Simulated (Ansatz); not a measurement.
Si:

```
Si
1.0
     3.83132    0.00000    0.00000
    -1.91566    3.31802    0.00000
     0.00000    0.00000    6.33262
Si
4
Direct
  0.66667 0.33333 0.93699
  0.33333 0.66667 0.43699
  0.66667 0.33333 0.56301
  0.33333 0.66667 0.06301
```

This isn't the form of Si at room conditions, which is diamond.

Base run:

```yaml
Program: Ansatz 0.2.0
Functional: r2SCAN
Potentials_or_basis: Ansatz PAW
Cutoff: 500 eV
Density_cutoff: 2000 eV
k_mesh: 8 × 8 × 4
Occupations: fermi-dirac, width 0.05 eV
Spin: no spin polarisation
```

Its results: band gap on the k mesh 0.60 eV, indirect (least direct gap 1.36 eV); pressure 0.2 GPa; largest force 0.004 eV/Å.

Question: After a change of settings the same cell gave: band gap on the k mesh 0.30 eV, indirect (least direct gap 0.95 eV); pressure -0.4 GPa; largest force 0.009 eV/Å. Which change was it?
A. functional from r2SCAN to PBEsol; cutoff from 500 eV to 420 eV; density cutoff from 2000 eV to 1680 eV
B. functional from r2SCAN to LDA; cutoff from 500 eV to 420 eV; density cutoff from 2000 eV to 1680 eV
C. functional from r2SCAN to BLYP; cutoff from 500 eV to 420 eV; density cutoff from 2000 eV to 1680 eV

Answer: A.

r2SCAN gives the wider gap, since meta-GGAs in the generalised Kohn-Sham scheme recover part of the derivative discontinuity.

Caveats: the PAW data sets come from PBE, with cores solved anew for the run's functional, which leaves a small shift of forces and pressure.

Not every run made on this cell is shown here.
